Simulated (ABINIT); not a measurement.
# Si2W (I4/mmm) in ABINIT: single point with PBEsol

Aim: the single point of Si2W with PBEsol.

Program: ABINIT 10.8.3 (patched build). These are calculated values, not measurements. Logs are shortened: lines on timing, memory, paths and dates and some standing lists are left out, and cuts for length are marked. The log counts tension as positive stress, the text compression.

## 1. The structure

The structure is tetragonal, space group I4/mmm (No. 139). The conventional cell has a = 3.214 Å, b = 3.214 Å, c = 7.830 Å, α = 90.00°, β = 90.00°, γ = 90.00°. W (site symmetry 4/mmm) has 10 Si at 2.62 Å as nearest neighbours. Si (site symmetry 4mm) has 5 Si at 2.59 to 2.63 Å and 5 W at 2.62 Å as nearest neighbours.

## 2. Single point, PBEsol

Input file run.abi:

```
pp_dirpath "./"
pseudos "W.upf, Si.upf"

acell 3*1.0 Angstrom
rprim
    -1.6069000000     1.6069000000     3.9149500000
     1.6069000000    -1.6069000000     3.9149500000
     1.6069000000     1.6069000000    -3.9149500000
ntypat 2
znucl 74 14
natom 3
typat 1 2 2
xcart
     0.0000000000     0.0000000000     0.0000000000
     0.0000000000     0.0000000000     9.8440226878
     0.0000000000     0.0000000000     4.9523438954

ecut 31.0

kptopt 1
ngkpt 9 9 9
nshiftk 1
shiftk 0.0 0.0 0.0

ixc -116133

nband 15
occopt 3
tsmear 0.05 eV

nstep 100
tolvrs 1.0e-10

iomode 3
prtwf 0
prteig 0
prtebands 0
enunit 1
prtden 1
prtvha 1
prtvclmb 1
prtpot 1
prtelf 1
```

Potentials or basis: PseudoDojo NC SR PBEsol v0.4.1 standard.

Run with:

```sh
> abinit run.abi > log 2>&1
```

run.abo:

```text
.Version 10.8.3 of ABINIT
 Symmetries : space group I4/m m m (#139); Bravais tI (body-center tetrag.)
================================================================================
 Values of the parameters that define the memory need of the present run
     intxc =       0    ionmov =       0      iscf =       7    lmnmax =       8
     lnmax =       8     mgfft =      45  mpssoang =       4    mqgrid =    3001
     natom =       3  nloc_mem =       1    nspden =       1   nspinor =       1
    nsppol =       1      nsym =      16    n1xccc =    2501    ntypat =       2
    occopt =       3   xclevel =       2
       mpw =        2269          nfft =       91125          nkpt =          75
================================================================================
================================================================================

--------------------------------------------------------------------------------
------------- Echo of variables that govern the present computation ------------
--------------------------------------------------------------------------------
 -outvars: echo values of preprocessed input variables --------
            acell      1.8897261259E+00  1.8897261259E+00  1.8897261259E+00 Bohr
              amu      1.83850000E+02  2.80855000E+01
             ecut      3.10000000E+01 Hartree
           enunit           1
                       outvar_i_n : Printing only first  50 k-points.
              ixc     -116133
                       outvar_i_n : Printing only first  50 k-points.
         kptrlatt        9    0    0      0    9    0      0    0    9
          kptrlen      5.46588164E+01
            natom           3
            nband          15
            ngfft          45      45      45
             nkpt          75
            nstep         100
             nsym          16
           ntypat           2
                       prtocc : prtvol=0, do not print more k-points.
           occopt           3
        prtebands           0
           prteig           0
           prtelf           1
           prtpot           1
         prtvclmb           1
           prtvha           1
            prtwf           0
            rprim     -1.6069000000E+00  1.6069000000E+00  3.9149500000E+00
                       1.6069000000E+00 -1.6069000000E+00  3.9149500000E+00
                       1.6069000000E+00  1.6069000000E+00 -3.9149500000E+00
          spgroup         139
           tolvrs      1.00000000E-10
           tsmear      1.83746611E-03 Hartree
            typat      1  2  2
                       outvars : Printing only first  50 k-points.
           xangst      0.0000000000E+00  0.0000000000E+00  0.0000000000E+00
                      -3.1604014659E-18  3.1604014659E-18  5.2092324691E+00
                      -2.5139674271E-17  2.5139674271E-17  2.6206675309E+00
            xcart      0.0000000000E+00  0.0000000000E+00  0.0000000000E+00
                      -5.9722932185E-18  5.9722932185E-18  9.8440226928E+00
                      -4.7507099267E-17  4.7507099267E-17  4.9523439004E+00
             xred      0.0000000000E+00  0.0000000000E+00  0.0000000000E+00
                       6.6529999989E-01  6.6529999989E-01  0.0000000000E+00
                       3.3470000011E-01  3.3470000011E-01  0.0000000000E+00
            znucl       74.00000   14.00000

================================================================================

 chkinp: Checking input parameters for consistency.

================================================================================
== DATASET  1 ==================================================================

--- !DatasetInfo
iteration_state: {dtset: 1, }
dimensions: {natom: 3, nkpt: 75, mband: 15, nsppol: 1, nspinor: 1, nspden: 1, mpw: 2269, }
cutoff_energies: {ecut:  31.0, pawecutdg:  -1.0, }
electrons: {nelect:   2.20000000E+01, charge:   0.00000000E+00, occopt:   3.00000000E+00, tsmear:   1.83746611E-03, }
meta: {optdriver: 0, ionmov: 0, optcell: 0, iscf: 7, paral_kgb: 0, }
...

 Real(R)+Recip(G) space primitive vectors, cartesian coordinates (Bohr,Bohr^-1):
 R(1)= -3.0366009  3.0366009  7.3981833  G(1)=  0.0000000  0.1646578  0.0675842
 R(2)=  3.0366009 -3.0366009  7.3981833  G(2)=  0.1646578  0.0000000  0.0675842
 R(3)=  3.0366009  3.0366009 -7.3981833  G(3)=  0.1646578  0.1646578  0.0000000
 Unit cell volume ucvol=  2.7287297E+02 bohr^3
 Angles (23,13,12)=  1.38415317E+02  1.38415317E+02  6.02675125E+01 degrees

 getcut: wavevector=  0.0000  0.0000  0.0000  ngfft=  45  45  45
         ecut(hartree)=     31.000   => boxcut(ratio)=   2.05435

--- Pseudopotential description ------------------------------------------------
- pspini: atom type   1  psp file is ./W.upf
12 -116133 3 -1 1396                          pspcod,pspxc,lmax,lloc,mmax
     nproj     2     2     2     2

- pspini: atom type   2  psp file is ./Si.upf
12 -116133 2 -1 1510                          pspcod,pspxc,lmax,lloc,mmax
     nproj     2     2     2     0

   5.99346954E+02                                ecore*ucvol(ha*bohr**3)
--------------------------------------------------------------------------------

================================================================================

--- !BeginCycle
iteration_state: {dtset: 1, }
solver: {iscf: 7, nstep: 100, nline: 4, wfoptalg: 0, }
tolerances: {tolvrs: 1.00E-10, }
...

     iter   Etot(hartree)      deltaE(h)  residm     vres2
 ETOT  1  -84.310476938118    -8.431E+01 6.741E-02 2.759E+01
 ETOT  2  -84.338814223814    -2.834E-02 2.415E-02 4.756E+01
 ETOT  3  -84.343477944818    -4.664E-03 9.517E-03 4.887E-01
 ETOT  4  -84.343526763550    -4.882E-05 3.472E-03 2.267E-03
 ETOT  5  -84.343527087469    -3.239E-07 3.557E-03 1.651E-04
 ETOT  6  -84.343527105399    -1.793E-08 1.455E-03 6.006E-07
 ETOT  7  -84.343527105499    -1.005E-10 1.056E-03 3.461E-08
 ETOT  8  -84.343527105504    -4.420E-12 5.663E-04 2.776E-10
 ETOT  9  -84.343527105500     3.553E-12 5.033E-04 1.693E-12

 At SCF step    9       vres2   =  1.69E-12 < tolvrs=  1.00E-10 =>converged.

 Compute ELF
--------------------------------------------------------------------------------

 Compute kinetic energy density

 Compute gradient of the electron density
 Electron Localization Function (ELF) [min:0;max:1]
)     Maximum=    8.3313E-01  at reduced coord.    0.9333    0.9333    0.8000
)     Minimum=    1.3198E-06  at reduced coord.    0.3333    0.3333    0.0000
   Integrated=    1.2440E+02

--------------------------------------------------------------------------------
 End of ELF section

 Cartesian components of stress tensor (hartree/bohr^3)
  sigma(1 1)=  6.97940090E-05  sigma(3 2)=  0.00000000E+00
  sigma(2 2)=  6.97940090E-05  sigma(3 1)=  0.00000000E+00
  sigma(3 3)=  6.43361520E-05  sigma(2 1)=  0.00000000E+00

--- !ResultsGS
iteration_state: {dtset: 1, }
comment   : Summary of ground state results
lattice_vectors:
- [ -3.0366009,   3.0366009,   7.3981833, ]
- [  3.0366009,  -3.0366009,   7.3981833, ]
- [  3.0366009,   3.0366009,  -7.3981833, ]
lattice_lengths: [   8.55424,    8.55424,    8.55424, ]
lattice_angles: [138.415, 138.415,  60.268, ] # degrees, (23, 13, 12)
lattice_volume:   2.7287297E+02
convergence: {deltae:  3.553E-12, res2:  1.693E-12, residm:  5.033E-04, diffor: null, }
etotal    :  -8.43435271E+01
entropy   :   0.00000000E+00
fermie    :   5.07884867E-01
cartesian_stress_tensor: # hartree/bohr^3
- [  6.97940090E-05,   0.00000000E+00,   0.00000000E+00, ]
- [  0.00000000E+00,   6.97940090E-05,   0.00000000E+00, ]
- [  0.00000000E+00,   0.00000000E+00,   6.43361520E-05, ]
pressure_GPa:  -1.9999E+00
xred      :
- [  0.0000E+00,   0.0000E+00,   0.0000E+00,  W]
- [  6.6530E-01,   6.6530E-01,   0.0000E+00, Si]
- [  3.3470E-01,   3.3470E-01,   0.0000E+00, Si]
cartesian_forces: # hartree/bohr
- [  1.19014890E-20,   1.19014890E-20,  -0.00000000E+00, ]
- [ -1.83072536E-20,  -1.83072536E-20,  -1.62761256E-04, ]
- [  6.40576460E-21,   6.40576460E-21,   1.62761256E-04, ]
force_length_stats: {min:   1.68312472E-20, max:   1.62761256E-04, mean:   1.08507504E-04, }
...

 Integrated electronic density in atomic spheres:
 ------------------------------------------------
 Atom  Sphere_radius  Integrated_density
    1        2.00000         10.25933828
    2        2.00000          1.79153924
    3        2.00000          1.79153924
================================================================================

 ----iterations are completed or convergence reached----

 Mean square residual over all n,k,spin=   36.669E-07; max=  50.333E-05
 reduced coordinates (array xred) for    3 atoms
       0.000000000000      0.000000000000      0.000000000000
       0.665299999888      0.665299999888      0.000000000000
       0.334700000112      0.334700000112      0.000000000000
 rms dE/dt=  9.8317E-04; max dE/dt=  1.2041E-03; dE/dt below (all hartree)
    1       0.000000000000      0.000000000000      0.000000000000
    2       0.001204137604      0.001204137604     -0.001204137604
    3      -0.001204137604     -0.001204137604      0.001204137604

 cartesian coordinates (angstrom) at end:
    1      0.00000000000000     0.00000000000000     0.00000000000000
    2     -0.00000000000000     0.00000000000000     5.20923246911974
    3     -0.00000000000000     0.00000000000000     2.62066753088026

 cartesian forces (hartree/bohr) at end:
    1      0.00000000000000     0.00000000000000    -0.00000000000000
    2     -0.00000000000000    -0.00000000000000    -0.00016276125575
    3      0.00000000000000     0.00000000000000     0.00016276125575
 frms,max,avg= 7.6726392E-05 1.6276126E-04   0.000E+00  0.000E+00  0.000E+00 h/b

 cartesian forces (eV/Angstrom) at end:
    1      0.00000000000000     0.00000000000000    -0.00000000000000
    2     -0.00000000000000    -0.00000000000000    -0.00836952028149
    3      0.00000000000000     0.00000000000000     0.00836952028149
 frms,max,avg= 3.9454297E-03 8.3695203E-03   0.000E+00  0.000E+00  0.000E+00 e/A
 length scales=  1.889726125908  1.889726125908  1.889726125908 bohr
              =  1.000000000000  1.000000000000  1.000000000000 angstroms
 Fermi (or HOMO) energy (eV) =  13.82025   Average Vxc (eV)= -12.65246
 Eigenvalues (   eV  ) for nkpt=  75  k points:
 kpt#   1, nband= 15, wtk=  0.00137, kpt=  0.0000  0.0000  0.0000 (reduced coord)
 -59.94111  -24.19968  -24.16835  -24.16835   -0.17560    7.03594   10.17434   10.54753
  11.05355   11.05355   14.50697   16.65028   16.81545   16.98078   16.98078
 prteigrs : prtvol=0 or 1, do not print more k-points.

--- !EnergyTerms
iteration_state     : {dtset: 1, }
comment             : Components of total free energy in Hartree
kinetic             :  2.37855797069496E+01
hartree             :  1.37942876934144E+01
xc                  : -1.97456545389405E+01
Ewald energy        : -6.26385810843203E+01
psp_core            :  2.19643212830903E+00
local_psp           : -5.55113539505782E+01
non_local_psp       :  1.37758685584945E+01
internal            : -8.43434214866715E+01
'-kT*entropy'       : -1.05618828715884E-04
total_energy        : -8.43435271055002E+01
total_energy_eV     : -2.29510429341613E+03
band_energy         : -5.25901185226869E+00
...

 Cartesian components of stress tensor (hartree/bohr^3)
  sigma(1 1)=  6.97940090E-05  sigma(3 2)=  0.00000000E+00
  sigma(2 2)=  6.97940090E-05  sigma(3 1)=  0.00000000E+00
  sigma(3 3)=  6.43361520E-05  sigma(2 1)=  0.00000000E+00

-Cartesian components of stress tensor (GPa)         [Pressure= -1.9999E+00 GPa]
- sigma(1 1)=  2.05341064E+00  sigma(3 2)=  0.00000000E+00
- sigma(2 2)=  2.05341064E+00  sigma(3 1)=  0.00000000E+00
- sigma(3 3)=  1.89283494E+00  sigma(2 1)=  0.00000000E+00

== END DATASET(S) ==============================================================
================================================================================

 -outvars: echo values of variables after computation  --------
            acell      1.8897261259E+00  1.8897261259E+00  1.8897261259E+00 Bohr
           etotal     -8.4343527106E+01
            fcart      1.1901489022E-20  1.1901489022E-20 -0.0000000000E+00
                      -1.8307253622E-20 -1.8307253622E-20 -1.6276125575E-04
                       6.4057646000E-21  6.4057646000E-21  1.6276125575E-04
            rprim     -1.6069000000E+00  1.6069000000E+00  3.9149500000E+00
                       1.6069000000E+00 -1.6069000000E+00  3.9149500000E+00
                       1.6069000000E+00  1.6069000000E+00 -3.9149500000E+00
           strten      6.9794008998E-05  6.9794008998E-05  6.4336151978E-05
                       0.0000000000E+00  0.0000000000E+00  0.0000000000E+00
           xangst      0.0000000000E+00  0.0000000000E+00  0.0000000000E+00
                      -3.1604014659E-18  3.1604014659E-18  5.2092324691E+00
                      -2.5139674271E-17  2.5139674271E-17  2.6206675309E+00
             xred      0.0000000000E+00  0.0000000000E+00  0.0000000000E+00
                       6.6529999989E-01  6.6529999989E-01  0.0000000000E+00
                       3.3470000011E-01  3.3470000011E-01  0.0000000000E+00
 Calculation completed.
```

Wall time 2.7 min (1 thread of Intel Xeon at 2.70GHz, shared host); peak memory 0.12 GiB.

Results:

* Free energy: -2295.1043 eV
* Pressure: -2.0 GPa
* Largest force: 0.008 eV/Å
* Band gap on the k mesh: none (metal or under the smearing width)
* Valence electrons inside the program's atomic spheres: W 10.26; Si 1.79

Forces in eV/Å, atoms in the order of the input:
```
W    0.000  0.000  0.000
Si   0.000  0.000 -0.008
Si   0.000  0.000  0.008
```

Caveat: the cutoff is short for stress, so the pressure is rough. The run has no spin-orbit coupling, so splittings on W are missing.
